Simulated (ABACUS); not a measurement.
Ag:

```
CELL_PARAMETERS angstrom
0.00000 2.04275 2.04275
2.04275 0.00000 2.04275
2.04275 2.04275 0.00000
ATOMIC_POSITIONS crystal
Ag 0.00000 0.00000 0.00000
```

```yaml
Program: ABACUS 3.10.1
Task: relaxation of cell and atoms
Functional: PBE
Potentials_or_basis: PseudoDojo NC SR 0.5 PBE standard
Cutoff: 1116 eV
Density_cutoff: 4463 eV
Basis: plane waves
k_mesh: 9 × 9 × 9
Occupations: fermi-dirac, width 0.05 eV
Spin: no spin polarisation
```

At the start: pressure 4.5 GPa; volume 17.05 Å³/atom.

**Question.** Where does the relaxation end?

**Answer.** Over 3 steps the energy falls by 10.2 meV/atom and the volume is 17.76 Å³/atom (+4.2 %); space group Fm-3m (No. 225, to 0.05 Å).

Step by step:
```
step  energy change (eV)  largest force (eV/Å)  pressure (GPa)  volume (Å³)
   1              0.0000                0.0000            4.47        17.05
   2             -0.0075                0.0000            2.20        17.40
   3             -0.0102                0.0000            0.15        17.76
```

Final structure:
```
Ag
1.0
     0.00000    2.07078    2.07078
     2.07078    0.00000    2.07078
     2.07078    2.07078    0.00000
Ag
1
Cartesian
  0.0000 0.0000 0.0000
```
